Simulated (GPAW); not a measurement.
# CoPtO2 (R-3m) in GPAW: equation of state with PBE

Aim: the equation of state of CoPtO2 with PBE.

Program: GPAW 26.7.0. These are calculated values, not measurements. Logs are shortened: lines on timing, memory, paths and dates and some standing lists are left out, and cuts for length are marked. The log counts tension as positive stress, the text compression.

## (1) The crystal as given

Symmetry: R-3m, No. 166, trigonal system. Conventional cell: a = 2.825 Å, b = 2.825 Å, c = 17.818 Å, α = 90.00°, β = 90.00°, γ = 120.00°. Pt (site symmetry -3m) is surrounded by 2 O at 2.00 Å. Co (site symmetry -3m) has 6 O at 1.90 Å as nearest neighbours. O (site symmetry 3m) has 3 Co at 1.90 Å and 1 Pt at 2.00 Å as nearest neighbours.

The cell is a database's computed one.

## (2) Equation of state, PBE, collinear spin, ferromagnetic start

Contents of run.py:

```python
from ase import Atoms
from ase.eos import EquationOfState
from ase.io import Trajectory
from ase.units import GPa
from ase.parallel import parprint
from gpaw import GPAW, PW

atoms = Atoms(['Pt', 'Co', 'O', 'O'],
              cell=[[1.4122699173, 0.8153744169, 5.9393891094],
                    [-1.4122699173, 0.8153744169, 5.9393891094],
                    [0.0, -1.6307488338, 5.9393891094]],
              scaled_positions=[[0.0, 0.0, 0.0],
                                [0.5, 0.5, 0.5],
                                [0.11224403, 0.11224403, 0.11224403],
                                [0.88775597, 0.88775597, 0.88775597]],
              pbc=True)
atoms.set_initial_magnetic_moments([0.0, 2.0, 0.0, 0.0])

traj = Trajectory('eos.traj', 'w')
volumes, energies = [], []
for x in [0.94, 0.96, 0.98, 1.0, 1.02, 1.04, 1.06]:
    a = atoms.copy()
    a.set_cell(atoms.cell * x**(1 / 3), scale_atoms=True)
    calc = GPAW(mode=PW(800),
                xc='PBE',
                kpts={'size': (7, 7, 7), 'gamma': True},
                occupations={'name': 'fermi-dirac', 'width': 0.05},
                nbands=35,
                convergence={'density': 1e-05, 'energy': 1e-05},
                maxiter=150,
                txt=f'eos-{x:.2f}.txt')
    a.calc = calc
    energies.append(a.get_potential_energy(force_consistent=True))
    volumes.append(a.get_volume())
    p = -a.get_stress()[:3].mean() / GPa
    calc.write(f'eos-{x:.2f}.gpw')
    traj.write(a)
    parprint(f'{x:.2f} {volumes[-1]:10.4f} A^3 {energies[-1]:14.6f} eV {p:9.3f} GPa', flush=True)

v0, e0, B = EquationOfState(volumes, energies, eos='birchmurnaghan').fit()
parprint(f'V0 = {v0:.4f} A^3, E0 = {e0:.6f} eV, B0 = {B / GPa:.2f} GPa')
```

Potentials or basis: GPAW PAW data sets (gpaw-data 1.2.1), pw.

Started as:

```
$ OMP_NUM_THREADS=1 mpirun -n 4 gpaw python run.py
```

The program printed:

```text
__  _  _
 | _ |_)|_||  |
 |__||  | ||/\| - 26.7.0

Input parameters:
  mode=PW(ecut=800.0),
  convergence={'density': 1e-05, 'energy': 1e-05},
  kpts=MonkhorstPack(size=(7, 7, 7), gamma=True),
  maxiter=150,
  nbands=35,
  occupations=Occupations(name='fermi-dirac', width=0.05),
  xc=XC(name='PBE')

Diagonalizing LCAO Hamiltonian
Converting LCAO to pw mode

       O

       Co

       O

       Pt

Atoms  # Å, Bohr magnetons
|   | symbol |         x |         y |         z |    initial magnetic moments |
|---|--------|-----------|-----------|-----------|-----------------------------|
| 0 |     Pt |  0.000000 |  0.000000 |  0.000000 | ( 0.0000,  0.0000,  0.0000) |
| 1 |     Co |  0.000000 | -0.000000 |  8.727215 | ( 0.0000,  0.0000,  2.0000) |
| 2 |      O | -0.000000 | -0.000000 |  1.959155 | ( 0.0000,  0.0000,  0.0000) |
| 3 |      O | -0.000000 | -0.000000 | 15.495274 | ( 0.0000,  0.0000,  0.0000) |

Unit cell  # Å
| periodic |         x |         y |        z |  lengths |    angles |
|----------|-----------|-----------|----------|----------|-----------|
|      yes |  1.383440 |  0.798729 | 5.818143 | 6.033462 | 26.511086 |
|      yes | -1.383440 |  0.798729 | 5.818143 | 6.033462 | 26.511086 |
|      yes |  0.000000 | -1.597459 | 5.818143 | 6.033462 | 26.511086 |

Number of symmetries: 12
Symmetry operations  # r_c * U_cc + t_c -> r_c
|    | kind |            matrix            |
|----|------|------------------------------|
|  0 |  E   |  1, 0, 0,  0, 1, 0,  0, 0, 1 |
|  1 |  σ   |  1, 0, 0,  0, 0, 1,  0, 1, 0 |
|  2 |  σ   |  0, 1, 0,  1, 0, 0,  0, 0, 1 |
|  3 |  C3  |  0, 1, 0,  0, 0, 1,  1, 0, 0 |
|  4 |  C3  |  0, 0, 1,  1, 0, 0,  0, 1, 0 |
|  5 |  σ   |  0, 0, 1,  0, 1, 0,  1, 0, 0 |
|  6 |  C2  |  0, 0,-1,  0,-1, 0, -1, 0, 0 |
|  7 |  S6  |  0, 0,-1, -1, 0, 0,  0,-1, 0 |
|  8 |  S6  |  0,-1, 0,  0, 0,-1, -1, 0, 0 |
|  9 |  C2  |  0,-1, 0, -1, 0, 0,  0, 0,-1 |
| 10 |  C2  | -1, 0, 0,  0, 0,-1,  0,-1, 0 |
| 11 |  i   | -1, 0, 0,  0,-1, 0,  0, 0,-1 |

BZ-sampling:
  Number of BZ points: 343
  Number of IBZ points: 44

  Monkhorst-Pack size: [7, 7, 7]
  Monkhorst-Pack shift: [0, 0, 0]

K-points  # in reciprocal-cell coordinates
|     |                                coordinates |     weight |
|-----|--------------------------------------------|------------|
|   0 | (  0.00000000,   0.00000000,   0.00000000) | 0.00291545 |
|   1 | (  0.14285714,   0.00000000,  -0.14285714) | 0.01749271 |
|   2 | (  0.14285714,   0.00000000,   0.00000000) | 0.01749271 |
|   3 | (  0.14285714,   0.14285714,  -0.14285714) | 0.01749271 |
|   4 | (  0.14285714,   0.14285714,   0.00000000) | 0.01749271 |
|   5 | (  0.14285714,   0.14285714,   0.14285714) | 0.00583090 |
|   6 | (  0.28571429,  -0.14285714,  -0.14285714) | 0.01749271 |
|   7 | (  0.28571429,   0.00000000,  -0.28571429) | 0.01749271 |
|   8 | (  0.28571429,   0.00000000,  -0.14285714) | 0.03498542 |
|   9 | (  0.28571429,   0.00000000,   0.00000000) | 0.01749271 |
| ... |                                            |            |
|  43 | (  0.42857143,   0.42857143,   0.42857143) | 0.00583090 |

Plane wave coefficients: 2002
Cutoff: 800.0 eV

Spin-components: 2 (collinear spins)
Bands:           35
Projectors:      22
Spin-degeneracy: 1
Datatype:        complex128

Parallelization:
  kpt:    4
  domain: 1
  band:   1

Density:
  Valence electrons: 37.0
  Components: 2
  Grid points: [40 40 40]
  Charge: 0.0  # |e|

Potential:
  Grid points: [40 40 40]

species:
  Pt:
    name:    Platinum
    Z:       78.0
    valence: 16
    core:    62
    charge:  0.0  # [|e|]
    compensation charges:
      type: gauss
      rc: 0.41  # [Å]
      lmax: 2
    cutoffs:
      filter: 2.26  # [Å]
      core: 2.26  # [Å]
    projectors
    | kind |    occ | energy [eV] | rcut [Å] |
    |------|--------|-------------|----------|
    |   6s |  1.000 |      -5.628 |    1.307 |
    |   5p |  6.000 |     -56.051 |    1.371 |
    |   6p |  0.000 |      -0.845 |    1.371 |
    |   5d |  9.000 |      -6.153 |    1.307 |
    |    s |        |      21.583 |    1.307 |
    |    d |        |      21.058 |    1.307 |

    Using partial waves for Pt as LCAO basis

  Co:
    name:    Cobalt
    Z:       27.0
    valence: 9
    core:    18
    charge:  0.0  # [|e|]
    compensation charges:
      type: gauss
      rc: 0.32  # [Å]
      lmax: 2
    cutoffs:
      filter: 1.87  # [Å]
      core: 2.55  # [Å]
    projectors
    | kind |    occ | energy [eV] | rcut [Å] |
    |------|--------|-------------|----------|
    |   4s |  2.000 |      -5.469 |    1.005 |
    |   4p |  0.000 |      -1.277 |    1.058 |
    |   3d |  7.000 |      -8.205 |    1.005 |
    |    s |        |      21.742 |    1.005 |
    |    p |        |      25.934 |    1.058 |
    |    d |        |      19.007 |    1.005 |

    Using partial waves for Co as LCAO basis

  O:
    name:    Oxygen
    Z:       8.0
    valence: 6
    core:    2
    charge:  0.0  # [|e|]
    compensation charges:
      type: gauss
      rc: 0.21  # [Å]
      lmax: 2
    cutoffs:
      filter: 1.17  # [Å]
      core: 0.83  # [Å]
    projectors
    | kind |    occ | energy [eV] | rcut [Å] |
    |------|--------|-------------|----------|
    |   2s |  2.000 |     -23.961 |    0.688 |
    |   2p |  4.000 |      -9.029 |    0.598 |
    |    s |        |       3.251 |    0.688 |
    |    p |        |      18.182 |    0.598 |
    |    d |        |       0.000 |    0.619 |

    Using partial waves for O as LCAO basis

Reference energy: -542359.777275  # eV

eigensolver:
  PPCG
  Converge bands: occupied
  niter=2

density mixing:
  MSR1-Mixer
  Pratt-step length: 0.05
  Maximum mixing coefficient: 0.75
  Old densities: 10
  SVD Regularization: 0.005
  Good broyden scale: 1.0
  Trust region scale: 1.0
  Backstep threshold: 4.0
  History deletion threshold: 6.0
  Fourier metric: weight=20.0, sigma=0.015

occupation numbers:
  Fermi-Dirac:
    width: 0.0500  # eV

poisson solver:
  ecut: 6400.0  # eV

xc functional:
  name: PBE with 2 nearest neighbor stencil

convergence criteria:
- Maximum integral of absolute [dens]ity change: 1e-05 electrons / valence electron
- Maximum [total energy] change in last 3 cyles: 1e-05 eV / valence electron
- Maximum integral of absolute [eigenst]ate change: 4e-08 eV^2 / valence electron
maximum number of iterations: 150

SCF iterations
|iter     | |      energy | eigst |  dens |  magmom |
|---------|-|-------------|-------|-------|---------|
|iter:   1| |  -32.988381 | +0.41 |       |  +2.0010|
|iter:   2| |  -28.715787 | -1.52 | -0.71 |  +1.9599|
|iter:   3| |  -28.216697 | -2.74 | -0.94 |  +1.8841|
|iter:   4| |  -27.713512 | -2.40 | -0.99 |  +1.6532|
|iter:   5| |  -27.783658 | -2.60 | -1.13 |  +1.3149|
|iter:   6| |  -27.892259 | -3.10 | -1.24 |  +0.9143|
|iter:   7| |  -28.000679 | -3.01 | -1.43 |  +0.4312|
|iter:   8| |  -28.045369 | -3.38 | -1.78 |  +0.1096|
|iter:   9| |  -28.053251 | -3.86 | -2.03 |  +0.0220|
|iter:  10| |  -28.054174 | -4.70 | -2.41 |  +0.0205|
|iter:  11| |  -28.054500 | -5.33 | -2.79 |  +0.0149|
|iter:  12| |  -28.054543c| -6.33 | -3.33 |  +0.0073|
|iter:  13| |  -28.054554c| -7.25 | -3.73 |  +0.0045|
|iter:  14| |  -28.054557c| -7.23 | -4.01 |  +0.0001|
|iter:  15| |  -28.054557c| -7.58c| -4.54 |  -0.0001|
|iter:  16| |  -28.054557c| -8.27c| -5.01c|  -0.0001|

Converged in 16 steps
Energy contributions relative to reference atoms: (reference = -542359.777275)

Energy contributions:
  Kinetic:          41.893178
  Coulomb:         -38.605682
  Zero:             -0.158910
  External:          0.000000
  Xc:              -31.175908
  Entropy:          -0.014471
  Spinorbit:         0.000000
  ----------------------------
  Free energy:     -28.061792
  Extrapolated:    -28.054557

dipole moment: (-0.000000, -0.000000, -59.788511)  # |e|*Ang

Total magnetic moment: (0.000000, 0.000000, -0.000064)

Local magnetic moments
|        x |        y |         z |
|----------|----------|-----------|
| 0.000000 | 0.000000 | -0.000016 |  # Pt   0
| 0.000000 | 0.000000 | -0.000112 |  # Co   1
| 0.000000 | 0.000000 |  0.000037 |  # O    2
| 0.000000 | 0.000000 |  0.000037 |  # O    3

Fermi level: 11.098
Eigenvalues  # (at kpt = [0.000, 0.000, 0.000])
| band index |      eig [eV] | occ [0-1] |      eig [eV] | occ [0-1] |
|------------|---------------|-----------|---------------|-----------|
|          0 |       -42.820 |     1.000 |       -42.820 |     1.000 |
|        ... |               |           |               |           |
|         11 |         7.282 |     1.000 |         7.282 |     1.000 |
|         12 |         7.285 |     1.000 |         7.285 |     1.000 |
|         13 |         7.285 |     1.000 |         7.285 |     1.000 |
|         14 |         8.738 |     1.000 |         8.738 |     1.000 |
|         15 |         8.740 |     1.000 |         8.740 |     1.000 |
|         16 |         9.095 |     1.000 |         9.095 |     1.000 |
[... 8 lines left out ...]
|         25 |        26.754 |     0.000 |        26.753 |     0.000 |
|         26 |        28.611 |     0.000 |        28.611 |     0.000 |
|        ... |               |           |               |           |
|         34 |        35.659 |     0.000 |        35.660 |     0.000 |

No gap
No difference between direct/indirect transitions

Stress tensor  # eV/Ang^3
|         x |         y |         z |
|-----------|-----------|-----------|
| -0.161339 |  0.000000 | -0.000000 |
|  0.000000 | -0.161339 |  0.000000 |
| -0.000000 |  0.000000 | -0.205045 |

# Writing to eos-0.94.gpw (mode='')
```

Run time: 21 min. Hardware: 4 MPI ranks of Intel Xeon Platinum 8259CL at 2.50GHz (Skylake/Cascade Lake), shared host; peak memory 0.72 GiB.

What came out:

* Equilibrium volume: 10.61 Å³/atom
* Bulk modulus at fixed shape and positions: 236 GPa
* Pressure derivative of the bulk modulus: 4.8

Energy against volume, from the lowest point:
| volume (Å³/atom) | energy (meV/atom) |
| --- | --- |
| 9.644 | 78.16 |
| 9.849 | 46.56 |
| 10.054 | 23.81 |
| 10.259 | 9.03 |
| 10.464 | 1.35 |
| 10.669 | 0.00 |
| 10.875 | 4.30 |

Caveat: the k mesh is coarse (spacing up to 0.37 Å⁻¹), so the values aren't converged; the cell was scaled at fixed shape and fractional positions, which overstates the stiffness of a crystal with free parameters, most of all of layers and chains; the program warned that so skewed a cell can give wrong results.
